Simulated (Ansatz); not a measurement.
The reference is AlAs in the zinc blende structure (space group F-43m, No. 216; a = 5.7281 Å).

Method: PBE, PAW, 420 eV (Ansatz, a first-principles code; scalar-relativistic without spin-orbit coupling), earlier PAW set.

One thing is altered: every As is replaced by Sb; the structure is relaxed again.

Measured lattice parameter a: AlAs 5.649 Å (static lattice; corrected from measurement; as listed in Daniel Mejia-Rodriguez, S. B. Trickey, Phys. Rev. B (2018)); AlSb 6.128 Å (0 K or low temperature; as listed in Guo-Xu Zhang et al., New Journal of Physics (2018)).

Question: How well does PBE reproduce the measured shift?

Answer: With PBE the lattice parameter a moves by +0.497 Å (5.728 → 6.225) against +0.479 Å measured. The two measured values stand on different bases (one corrected, one not), which blurs small differences.

No phonon test of stability was made.
